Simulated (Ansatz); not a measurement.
Crystal: AlP, zinc blende type, 2 atoms in the cell.

These are results of HSE06, plane waves, PAW datasets (earlier set, tuned by hand) (Ansatz 0.2.0 development build), not measurements.

Cutoff 900 eV; exchange singularity: regularized; k-mesh 4×4×4 Γ-centred; Fermi–Dirac smearing of 0.05 eV; no spin polarisation.

(1) What equilibrium volume, lattice constant and bulk modulus does this give?

## Answers

(1) V₀ = 20.609 Å³/atom (a₀ = 5.483 Å), B₀ = 90.5 GPa, B₀′ = 4.02. The points behind the fit:

```csv
V (Å³/atom),a (Å),E − E(min) (meV/atom),P (GPa)
19.238,5.3590,28.74,7.16
19.865,5.4166,7.88,3.59
20.492,5.4730,0.00,0.52
21.120,5.5283,3.24,-2.11
21.747,5.5825,16.03,-4.36
```

The stress includes the program's correction for the finite plane-wave basis.

The k-mesh is coarse, so these values belong to this mesh and can lie far from the converged ones.
